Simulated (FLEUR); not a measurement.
Crystal: KBr.

```xyz
2
Lattice="0.0000 3.3000 3.3000 3.3000 0.0000 3.3000 3.3000 3.3000 0.0000" Properties=species:S:1:pos:R:3 pbc="T T T"
Br    3.3000    3.3000    3.3000
K     0.0000    0.0000    0.0000
```

Base run:

```yaml
Program: FLEUR MaX-R8.1 (later development tree)
Functional: PBEsol
Potentials_or_basis: all-electron
Basis: FLAPW
Kmax: 4.1 1/bohr
k_mesh: 7 × 7 × 7
Occupations: fermi-dirac, width 0.05 eV
Spin: no spin polarisation
```

Its results: band gap on the k mesh 4.28 eV, direct.

Problem. The run is repeated on the same cell with these changes: functional from PBEsol to RPBE. What comes out?

Solution. Band gap on the k mesh 5.05 eV, direct.

Not every run made on this cell is shown here.
